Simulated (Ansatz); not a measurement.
GaAs and a variant

Base: an entry of the Crystallography Open Database (COD), whose atoms a relaxation with PBE at fixed cell left in place.

```
Ga As
1.0
     0.00000    2.82685    2.82685
     2.82685    0.00000    2.82685
     2.82685    2.82685    0.00000
Ga As
1 1
Cartesian
  0.0000 0.0000 0.0000
  1.4134 1.4134 1.4134
```

Atoms are numbered from 1 in the order listed; like atoms form one site, named after its first atom.

Level of theory: DFT, PBE, plane waves and PAW, scalar-relativistic, 420 eV cutoff, Γ-centred 13×13×13 k-points, Fermi–Dirac smearing 0.02 eV (Ansatz 0.2.0).

(1) Variant: z stretched by 3 %, ions relaxed. What happens to the gradients (10²¹ V/m²)?

Results:

(1) 

```
site  atoms  V_zz base  η base  V_zz variant  η variant
  Ga      1       0.00       –         -0.54       0.00
  As      2       0.00       –          0.76       0.00
```

The largest change of V_zz is on As, from 0.00 to 0.76.

For the variant: With a gap of 0.2 eV on this mesh, the gradients can still move by some per cent as the k-mesh gets denser.
